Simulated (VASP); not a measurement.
**HCl: single point with PBE+D3(BJ)**

Crystal: HCl.

```
CELL_PARAMETERS angstrom
6.50611 0.00000 0.00000
0.00000 6.50611 0.00000
0.00000 0.00000 6.50611
ATOMIC_POSITIONS crystal
Cl 0.69925 0.44078 0.85453
Cl 0.31181 0.77266 0.02539
Cl 0.74176 0.71872 0.33886
Cl 0.18376 0.55492 0.57559
Cl 0.44182 0.09507 0.55765
Cl 0.02406 0.20065 0.18479
H 0.61500 0.29847 0.73631
H 0.21289 0.94659 0.06026
H 0.59021 0.75666 0.20838
H 0.13008 0.45178 0.41281
H 0.56632 0.94103 0.51620
H 0.90366 0.28575 0.04352
```

The cell was built by a generator and needn't be a form met in nature.

```json
{"Program": "VASP 6.6.1", "Task": "single point", "Functional": "PBE", "Dispersion": "D3(BJ)", "Potentials or basis": "VASP PAW PBE potentials, release 64 (Cl, H)", "Cutoff": "520 eV", "k mesh": "1 × 1 × 1", "Occupations": "fermi-dirac, width 0.05 eV", "Spin": "no spin polarisation", "Dipole correction": "no", "Further INCAR settings": "ALGO = Normal; EDIFF = 1e-06; NBANDS = 36"}
```

The pressure is -0.2 GPa. The largest force is 0.385 eV/Å and the band gap on the k mesh is 5.65 eV, direct. The dispersion energy per atom is -0.069 eV.

Forces in eV/Å, atoms in the order of the input:
```
Cl  -0.012 -0.039 -0.034
Cl  -0.198  0.330  0.012
Cl  -0.225  0.066 -0.197
Cl  -0.010 -0.062 -0.119
Cl   0.012 -0.058 -0.042
Cl  -0.044  0.043 -0.048
H    0.042  0.039  0.054
H    0.188 -0.318  0.000
H    0.183 -0.089  0.236
H    0.032  0.084  0.108
H   -0.015  0.049 -0.015
H    0.047 -0.046  0.045
```

Stress tensor (GPa, compression positive):
```
-0.27  0.06 -0.02
 0.06 -0.24  0.17
-0.02  0.17 -0.10
```

Levels at points of the mesh, in eV from the valence-band top:
```tsv
k point	band 20	band 21	band 22	band 23	band 24	band 25	band 26	band 27	band 28	band 29
(0.00, 0.00, 0.00)	-0.63	-0.51	-0.38	-0.08	0.00	5.65	7.24	7.33	7.60	7.76
```

It took 30 s on 1 thread of Intel(R) Xeon(R) Platinum 8559C (Emerald Rapids), with other jobs on the host, peak memory 0.3 GiB.

As with any semilocal functional, this PBE gap is likely too small.
